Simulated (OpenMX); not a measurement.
InSe:

```
In Se
1.0
     4.05000    0.00000    0.00000
    -2.02500    3.50740    0.00000
     0.00000    0.00000   16.93000
In Se
4 4
Direct
  0.66667 0.33333 0.84300
  0.33333 0.66667 0.34300
  0.66667 0.33333 0.65700
  0.33333 0.66667 0.15700
  0.66667 0.33333 0.39800
  0.33333 0.66667 0.89800
  0.66667 0.33333 0.10200
  0.33333 0.66667 0.60200
```

Base run:

| Item | Value |
| --- | --- |
| Program | OpenMX 3.8.5 |
| Functional | PBE |
| Potentials or basis | OpenMX 2013 PBE set, In7.0-s3p2d1, Se7.0-s3p2d1, grid cutoff 500 Ry |
| k mesh | 9 × 9 × 3 |
| Occupations | fermi-dirac, width 0.05 eV |
| Spin | no spin polarisation |

Its results: pressure 9.8 GPa; largest force 3.685 eV/Å.

Question: The run is repeated on the same cell with these changes: potentials or basis from OpenMX 2013 PBE set, In7.0-s3p2d1, Se7.0-s3p2d1, grid cutoff 500 Ry to OpenMX 2013 PBE set, In7.0-s3p2d2f1, Se7.0-s3p2d2f1, grid cutoff 500 Ry. What comes out?

Answer: Pressure 8.5 GPa; largest force 3.136 eV/Å.

Caveats: this functional lacks dispersion, which binds the layers, so the pressure and a relaxed spacing across them are unreliable; the basis of atomic orbitals isn't converged, which shifts pressures, moduli and gaps; forces of over 1 eV/Å show positions far from the minimum, so gaps and moduli don't describe the material at rest.

Not every run made on this cell is shown here.
